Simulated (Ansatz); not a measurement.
# A film clamped to a substrate in ZnO

The calculation used DFT PBE, scalar-relativistic, plane waves, PAW in Ansatz 0.2.0. Settings: plane waves to 420 eV, k-mesh 12×12×6 (Γ-centred), Gaussian smearing 0.05 eV. No spin polarisation. Energies are free energies at this smearing, counted from the undisturbed cell; pressure is positive in compression.

Reference structure (relaxed at this level):

```yaml
crystal:
  lattice:
    - [3.27948, 0.00000, 0.00000]
    - [-1.63974, 2.84011, 0.00000]
    - [0.00000, 0.00000, 5.29313]
  atoms:
    - { symbol: Zn, position: [0.33333, 0.66667, 0.00150] }
    - { symbol: Zn, position: [0.66667, 0.33333, 0.50150] }
    - { symbol: O, position: [0.33333, 0.66667, 0.38060] }
    - { symbol: O, position: [0.66667, 0.33333, 0.88060] }
```

The cell (4 atoms, V0 = 49.30 Å³) is strained by p along both x and y and by q along z, fractional coordinates fixed. τp = (1/V0) ∂E/∂p = (σxx + σyy)(1 + p)(1 + q) and τq = (1/V0) ∂E/∂q = σzz(1 + p)², with tension positive.

| p | q | ΔE (meV/atom) | τp (GPa) | τq (GPa) |
| --- | --- | --- | --- | --- |
| 0.000 | 0.000 | 0.00 | -0.02 | -0.03 |
| -0.040 | 0.000 | 45.89 | -31.83 | -5.50 |
| 0.040 | 0.000 | 35.22 | 21.45 | 4.58 |
| 0.000 | -0.040 | 18.31 | -5.39 | -12.68 |
| 0.000 | 0.040 | 14.05 | 4.62 | 8.59 |

Get the second derivatives of the energy density.

Central differences give A = ∂τp/∂p = 666 GPa (C11 + C22 + 2 C12), C = ∂τq/∂q = 266 GPa (C33) and the cross term B = ∂τq/∂p = 126 GPa (C13 + C23); ∂τp/∂q = 125 GPa must equal B, and any difference shows higher-order terms. Steps this large leave an error of some per cent of A or C in all of these, which can swamp a small B. The ions are clamped.

A film of this crystal grows with z along the normal on a substrate that imposes p. How does its thickness respond, and what does the misfit cost?

Count p and q from the stress-free cell. A free surface needs τq = 0, so q = −(B/C) p = -0.47 p. The energy density left is (A − B²/C) p²/2 = M p², with the biaxial modulus M = 303 GPa; a misfit of 1 % costs 2.33 meV/atom, against 2.56 meV/atom if the thickness were held.

At p = -0.080 the energies along q are 381.3 (q = -0.080), 269.4 (q = -0.040), 210.6 (q = 0.000), 188.8 (q = 0.040), 192.6 (q = 0.080) meV/atom.

Does the linear rule hold at this misfit?

A parabola through the lowest point and its neighbours has its minimum at q = 0.054, 187.2 meV/atom. With the stress left in the starting cell, τp0 and τq0, linear elasticity gives q = −(τq0 + Bp)/C = 0.038 and E = V0(τp0 p + τq0 q + Ap²/2 + Bpq + Cq²/2)/N = 149.3 meV/atom. The energies differ by more than a tenth, so the quadratic law fails here: the gap holds the anharmonic part, with some error from the wide steps. Cubic terms also shift the vertex of so wide a parabola.

Forces appear on the atoms along this scan, and letting them relax would lower the energy and soften the response.

Thickness changes recover only a small part of the misfit energy because the coupling between the basal plane and the axis is weak compared with the two direct stiffnesses. Compression costs more than equal extension along both strain coordinates, as expected when shortened Zn–O bonds meet steeply rising short-range repulsion. The same asymmetry probably explains why the strongly compressed film lies at 187.2 meV/atom rather than the harmonic 149.3 meV/atom.

The weak coupling is partly a product of the frozen sublattices. In wurtzite, Zn and O can shift against each other along the polar axis, trading bond stretching for softer bond-angle changes. In-plane and axial strain drive this shift in opposite senses, so relaxation lowers the axial stiffness but raises the cross term. A real ZnO film should therefore change thickness noticeably more than the ratio of -0.47 suggests, and the biaxial modulus here is best read as an upper estimate. Whether a film would stay coherent at the larger misfit, rather than form dislocations, remains open.
